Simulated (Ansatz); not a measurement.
Crystal: Li2O.

```
CELL_PARAMETERS angstrom
0.00000 2.32685 2.32685
2.32685 0.00000 2.32685
2.32685 2.32685 0.00000
ATOMIC_POSITIONS crystal
O 0.00000 0.00000 0.00000
Li 0.25000 0.25000 0.25000
Li 0.75000 0.75000 0.75000
```

The cell comes from a database or a generator and needn't be the stable form of this composition.

Base run:

| Property | Result |
| --- | --- |
| Program | Ansatz 0.2.0 |
| Functional | BLYP |
| Potentials or basis | Ansatz PAW |
| Cutoff | 420 eV (not typed: the program's choice for these potentials) |
| k mesh | 6 × 6 × 6 |
| Occupations | fermi-dirac, width 0.05 eV |
| Spin | no spin polarisation |

Its results: band gap on the k mesh 5.28 eV, indirect (least direct gap 5.44 eV); pressure -0.7 GPa.

**Question.** The run is repeated on the same cell with these changes: functional from BLYP to revPBE. What comes out?

**Answer.** Band gap on the k mesh 5.06 eV, indirect (least direct gap 5.18 eV); pressure 1.5 GPa.

Caveats: the PAW data sets come from PBE, with cores solved anew for the run's functional, which leaves a small shift of forces and pressure.
